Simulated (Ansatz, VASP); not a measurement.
**Two plane-wave programs on LiH2**

File INCAR:

```
SYSTEM = LiH2
  PREC = Accurate
  ENCUT = 600
  EDIFF = 1E-6
  ISMEAR = 0
  SIGMA = 0.1
  LREAL = .False.
  LASPH = .True.
  NELM = 100
  ALGO = Normal
  ISIF = 3
  LWAVE = .False.
  LCHARG = .False.
  GGA = PE
  IBRION = 2
  NSW = 100
  EDIFFG = -0.01
```

The input KPOINTS:

```
Automatic mesh
0
Gamma
  20 20 20
  0 0 0
```

The input POSCAR:

```
LiH2
1.0
   -1.5757350898      1.5757350898      2.0554665337
    1.5757350898     -1.5757350898      2.0554665337
    1.5757350898      1.5757350898     -2.0554665337
Li H
1 2
Direct
    0.0000000000      0.0000000000      0.0000000000
    0.2500000000      0.7500000000      0.5000000000
    0.7500000000      0.2500000000      0.5000000000
```

Input for Ansatz:

```yaml
crystal:
  lattice:
    - [-1.5757350898, 1.5757350898, 2.0554665337]
    - [1.5757350898, -1.5757350898, 2.0554665337]
    - [1.5757350898, 1.5757350898, -2.0554665337]
  atoms:
    - { symbol: Li, position: [0.0, 0.0, 0.0] }
    - { symbol: H, position: [0.25, 0.75, 0.5] }
    - { symbol: H, position: [0.75, 0.25, 0.5] }
basis:
  ecutwfc: 420
kpoints:
  mp_grid: { grid: [20, 20, 20] }
hamiltonian:
  xc: pbe
scf:
  occupations: { method: gaussian, width: 0.1 }
output:
  forces: true
  stress: true
  eigenvalues: true
relax:
  adjacent_minimum: "off"
  f_tol: 0.01
  max_steps: 80
  cell: { stress_tol: 0.05 }
```

Alike in both runs: task relaxation of cell and atoms; functional PBE; k mesh 20 × 20 × 20; occupations gaussian, width 0.1 eV; no spin polarisation.

|  | VASP | Ansatz |
| --- | --- | --- |
| version | VASP 6.6.1 | Ansatz 0.2.0 |
| potentials or method | VASP PAW PBE potentials, release 64 (Li_sv, H) | scalar-relativistic, plane waves, PAW |
| plane-wave cutoff (eV) | 600 | 420 |
| valence electrons in the cell | 5 | 5 |

```csv
,VASP,Ansatz,Ansatz less VASP
"gap on the k mesh at the Fermi level, each at its own relaxed structure (eV)",none,none,-
relaxed volume (Å³/atom),6.56,6.62,+0.053
relaxed cell length with the largest relative difference (Å),2.955,2.964,+0.0082
energy change over the relaxation (meV/atom),-87,-88,-0.5
```

A gap of «none» marks a metal or a gap that the smearing closes.

Caveats: the cutoff is under 1.25 times the usual one of these potentials, so pressure, stress and relaxed cells hold a basis-set (Pulay) error (VASP).
